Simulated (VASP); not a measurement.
# CdSe (F-43m) in VASP: settings compared, part 2 of 2

VASP 6.6.1. The steps go on from the part before.

### 4 Atomic charges, SCAN+rVV10

Contents of INCAR:

```
ALGO = Normal ; BPARAM = 15.7
CPARAM = 0.0093 ; EDIFF = 1E-6
ENCUT = 520 ; ISIF = 2
ISMEAR = 0 ; IVDW_NL = 2
LASPH = T ; LCHARG = F
LMIXTAU = T ; LORBIT = 11
LREAL = F ; LUSE_VDW = T
LWAVE = F ; METAGGA = SCAN
NELM = 60 ; PREC = Accurate
SIGMA = 0.05
```

Contents of CdSe.cif:

```cif
data_CdSe
_cell_length_a 6.14054240
_cell_length_b 6.14054240
_cell_length_c 6.14054240
_cell_angle_alpha 90.00000000
_cell_angle_beta 90.00000000
_cell_angle_gamma 90.00000000
_space_group_name_H-M_alt 'F-43m'
_space_group_name_Hall 'F -4 2 3'
_space_group_IT_number 216
loop_
_space_group_symop_operation_xyz
'x,y,z'
'y,-x,-z'
'-x,-y,z'
'-y,x,-z'
'x,-y,-z'
'y,x,z'
'-x,y,-z'
'-y,-x,z'
'z,x,y'
'-z,y,-x'
'z,-x,-y'
'-z,-y,x'
'-z,x,-y'
'z,y,x'
'-z,-x,y'
'z,-y,-x'
'y,z,x'
'-x,-z,y'
'-y,z,-x'
'x,-z,-y'
'-y,-z,x'
'x,z,y'
'y,-z,-x'
'-x,z,-y'
'x,y+1/2,z+1/2'
'y,-x+1/2,-z+1/2'
'-x,-y+1/2,z+1/2'
'-y,x+1/2,-z+1/2'
'x,-y+1/2,-z+1/2'
'y,x+1/2,z+1/2'
'-x,y+1/2,-z+1/2'
'-y,-x+1/2,z+1/2'
'z,x+1/2,y+1/2'
'-z,y+1/2,-x+1/2'
'z,-x+1/2,-y+1/2'
'-z,-y+1/2,x+1/2'
'-z,x+1/2,-y+1/2'
'z,y+1/2,x+1/2'
'-z,-x+1/2,y+1/2'
'z,-y+1/2,-x+1/2'
'y,z+1/2,x+1/2'
'-x,-z+1/2,y+1/2'
'-y,z+1/2,-x+1/2'
'x,-z+1/2,-y+1/2'
'-y,-z+1/2,x+1/2'
'x,z+1/2,y+1/2'
'y,-z+1/2,-x+1/2'
'-x,z+1/2,-y+1/2'
'x+1/2,y,z+1/2'
'y+1/2,-x,-z+1/2'
'-x+1/2,-y,z+1/2'
'-y+1/2,x,-z+1/2'
'x+1/2,-y,-z+1/2'
'y+1/2,x,z+1/2'
'-x+1/2,y,-z+1/2'
'-y+1/2,-x,z+1/2'
'z+1/2,x,y+1/2'
'-z+1/2,y,-x+1/2'
'z+1/2,-x,-y+1/2'
'-z+1/2,-y,x+1/2'
'-z+1/2,x,-y+1/2'
'z+1/2,y,x+1/2'
'-z+1/2,-x,y+1/2'
'z+1/2,-y,-x+1/2'
'y+1/2,z,x+1/2'
'-x+1/2,-z,y+1/2'
'-y+1/2,z,-x+1/2'
'x+1/2,-z,-y+1/2'
'-y+1/2,-z,x+1/2'
'x+1/2,z,y+1/2'
'y+1/2,-z,-x+1/2'
'-x+1/2,z,-y+1/2'
'x+1/2,y+1/2,z'
'y+1/2,-x+1/2,-z'
'-x+1/2,-y+1/2,z'
'-y+1/2,x+1/2,-z'
'x+1/2,-y+1/2,-z'
'y+1/2,x+1/2,z'
'-x+1/2,y+1/2,-z'
'-y+1/2,-x+1/2,z'
'z+1/2,x+1/2,y'
'-z+1/2,y+1/2,-x'
'z+1/2,-x+1/2,-y'
'-z+1/2,-y+1/2,x'
'-z+1/2,x+1/2,-y'
'z+1/2,y+1/2,x'
'-z+1/2,-x+1/2,y'
'z+1/2,-y+1/2,-x'
'y+1/2,z+1/2,x'
'-x+1/2,-z+1/2,y'
'-y+1/2,z+1/2,-x'
'x+1/2,-z+1/2,-y'
'-y+1/2,-z+1/2,x'
'x+1/2,z+1/2,y'
'y+1/2,-z+1/2,-x'
'-x+1/2,z+1/2,-y'
loop_
_atom_site_label
_atom_site_type_symbol
_atom_site_symmetry_multiplicity
_atom_site_Wyckoff_symbol
_atom_site_fract_x
_atom_site_fract_y
_atom_site_fract_z
_atom_site_occupancy
Cd1 Cd 4 a 0.0000000000 0.0000000000 0.0000000000 1
Se1 Se 4 d 0.2500000000 0.2500000000 0.7500000000 1
```

Contents of KPOINTS:

```
k-points
0
Gamma
  5 5 5
```

Contents of POSCAR:

```
Cd Se
 1.0000000000000000
     6.1405424000000002    0.0000000000000000    0.0000000000000000
     0.0000000000000000    6.1405424000000002    0.0000000000000000
     0.0000000000000000    0.0000000000000000    6.1405424000000002
 Cd  Se 
   4   4
Cartesian
  0.0000000000000000  0.0000000000000000  0.0000000000000000
  0.0000000000000000  3.0702712000000001  3.0702712000000001
  3.0702712000000001  0.0000000000000000  3.0702712000000001
  3.0702712000000001  3.0702712000000001  0.0000000000000000
  1.5351355999999998  1.5351355999999998  4.6054067999999990
  1.5351355999999998  4.6054067999999999  1.5351356000000007
  4.6054067999999999  4.6054067999999999  4.6054067999999990
  4.6054067999999999  1.5351355999999998  1.5351356000000007
```

Potentials or basis: VASP PAW PBE potentials, release 64 (Cd, Se).

Launch:

```bash
$ ase convert -i cif -o vasp CdSe.cif POSCAR
$ cat potpaw_PBE.64/Cd/POTCAR potpaw_PBE.64/Se/POTCAR > POTCAR
$ mpirun -np 1 vasp_std > vasp.out
```

OUTCAR:

```text
BPARAM = 15.7
   EDIFF = 1E-6
   ENCUT = 520
   ISIF = 2
   ISMEAR = 0
   IVDW_NL = 2
   LASPH = T
   LORBIT = 11
   LREAL = F
   METAGGA = SCAN
   NELM = 60
   PREC = Accurate

 ion  position               nearest neighbor table
   1  0.000  0.000  0.000-   5 2.66   6 2.66   7 2.66   8 2.66
   2  0.000  0.500  0.500-   5 2.66   6 2.66   7 2.66   8 2.66
   3  0.500  0.000  0.500-   5 2.66   6 2.66   7 2.66   8 2.66
   4  0.500  0.500  0.000-   5 2.66   6 2.66   7 2.66   8 2.66
   5  0.250  0.250  0.750-   1 2.66   2 2.66   3 2.66   4 2.66
   6  0.250  0.750  0.250-   1 2.66   2 2.66   3 2.66   4 2.66
   7  0.750  0.750  0.750-   1 2.66   2 2.66   3 2.66   4 2.66
   8  0.750  0.250  0.250-   1 2.66   2 2.66   3 2.66   4 2.66

  LATTYP: Found a simple cubic cell.
 ALAT       =     6.1405424000

  Lattice vectors:

 A1 = (   6.1405424000,   0.0000000000,   0.0000000000)
 A2 = (   0.0000000000,   6.1405424000,   0.0000000000)
 A3 = (   0.0000000000,   0.0000000000,   6.1405424000)

[... 651 lines left out ...]

  FORCE on cell =-STRESS in cart. coord.  units (eV):
  Direction    XX          YY          ZZ          XY          YZ          ZX
  --------------------------------------------------------------------------------------
  -------------------------------------------------------------------------------------
  Total       -1.2075063     -1.2075063     -1.2075063      0.0000000      0.0000000      0.0000000
  in kB       -8.3556410     -8.3556410     -8.3556410      0.0000000      0.0000000      0.0000000
  external PRESSURE =      -8.3556410 kB  Pullay stress =       0.0000000 kB

 VOLUME and BASIS-vectors are now :
 -----------------------------------------------------------------------------
  energy-cutoff  :      520.00
  volume of cell :      231.54
      direct lattice vectors                 reciprocal lattice vectors
     6.140542400  0.000000000  0.000000000     0.162852063  0.000000000  0.000000000
     0.000000000  6.140542400  0.000000000     0.000000000  0.162852063  0.000000000
     0.000000000  0.000000000  6.140542400     0.000000000  0.000000000  0.162852063

 POSITION                                       TOTAL-FORCE (eV/Angst)
 -----------------------------------------------------------------------------------
      0.00000      0.00000      0.00000        -0.000000      0.000000     -0.000000
      0.00000      3.07027      3.07027         0.000000     -0.000000      0.000000
      3.07027      0.00000      3.07027        -0.000000      0.000000     -0.000000
      3.07027      3.07027      0.00000         0.000000      0.000000      0.000000
      1.53514      1.53514      4.60541        -0.000000      0.000000     -0.000000
      1.53514      4.60541      1.53514        -0.000000     -0.000000      0.000000
      4.60541      4.60541      4.60541        -0.000000     -0.000000      0.000000
      4.60541      1.53514      1.53514        -0.000000      0.000000     -0.000000
 -----------------------------------------------------------------------------------
    total drift:                                0.000000      0.000000     -0.000000

  FREE ENERGIE OF THE ION-ELECTRON SYSTEM (eV)
  ---------------------------------------------------
  free  energy   TOTEN  =      -205.9145170885 eV

  energy  without entropy=     -205.9145170885  energy(sigma->0) =     -205.91451709

 total charge

# of ion       s       p       d       tot
------------------------------------------
    1        0.428   0.295   9.569  10.292
    2        0.428   0.295   9.569  10.292
    3        0.428   0.295   9.569  10.292
    4        0.428   0.295   9.569  10.292
    5        1.444   2.417   0.020   3.881
    6        1.444   2.417   0.020   3.881
    7        1.444   2.417   0.020   3.881
    8        1.444   2.417   0.020   3.881
--------------------------------------------------
tot          7.487  10.849  38.356  56.692
```

stdout:

```text
POSCAR found type information on POSCAR CdSe
 POSCAR found :  2 types and       8 ions
 scaLAPACK will be used
 -----------------------------------------------------------------------------
|                                                                             |
|                                                                             |
|     You have switched on vdW-DFT.                                           |
[... 25 lines left out ...]
Total rVV10 correction in eV:      1.5602179    88.4564332
Total rVV10 correction in eV:      1.5713522    88.4564289
Total rVV10 correction in eV:      1.5757826    88.4564287
Total rVV10 correction in eV:      1.5889243    88.4564287
Total rVV10 correction in eV:      1.5979668    88.4564287
Total rVV10 correction in eV:      1.5981319    88.4564287
[... 15 lines left out ...]
Total rVV10 correction in eV:      1.6032933    88.4564287
Total rVV10 correction in eV:      1.6032878    88.4564287
```

Wall time 11 min (1 thread of AMD EPYC 9R14 (Zen 4), shared host); peak memory 0.75 GiB.

Results:

* Free energy: -205.9145 eV
* Pressure: -0.8 GPa
* Band gap on the k mesh: 0.87 eV
* Valence electrons inside the program's atomic spheres: Cd 10.29; Se 3.88

Levels at points of the mesh, in eV from the valence-band top:
```tsv
k point	band 34	band 35	band 36	band 37	band 38	band 39
(0.00, 0.00, 0.00)	0.00	0.00	0.00	0.87	3.39	3.39
```

Caveat: the PAW data sets were made with another functional, which shifts forces and pressure a little. SCAN opens gaps a little over a GGA but as a rule still falls short of measured ones.

### 5 The reference run

An earlier run on the cell as given: functional PBEsol; potentials or basis VASP PAW PBE potentials, release 64 (Cd, Se); cutoff 520 eV; k mesh 8 × 8 × 8; occupations fermi-dirac, width 0.05 eV; no spin polarisation.

- Pressure: -1.1 GPa
- Band gap on the k mesh: 0.43 eV, direct

### 6 The runs side by side

```csv
task,level,potentials or basis,cell,k mesh,cutoff (eV),smearing,optimiser,ladder,gap on the mesh (eV),pressure (GPa)
single point,PBE,"VASP PAW PBE potentials, release 64 (Cd, Se)",as given,8 × 8 × 8,520,gaussian 0.1 eV,-,-,0.55,1.6
relaxation of cell and atoms,PW91+D3(BJ),"VASP PAW PBE potentials, release 64 (Cd_GW, Se_GW)",relaxed,8 × 8 × 8,630,fermi-dirac 0.05 eV,LBFGS,-,0.53,0.0
atomic charges,SCAN+rVV10,"VASP PAW PBE potentials, release 64 (Cd, Se)",as given,5 × 5 × 5,520,gaussian 0.05 eV,-,-,0.87,-0.8
single point,PBEsol,"VASP PAW PBE potentials, release 64 (Cd, Se)",as given,8 × 8 × 8,520,fermi-dirac 0.05 eV,-,free,0.43,-1.1
```

Alike in all rows: no spin polarisation.

Caveats: the PAW data sets were made with another functional, which shifts forces and pressure a little (some runs).

Total energies depend on the potentials used, so only differences within one code and one set of settings carry meaning.
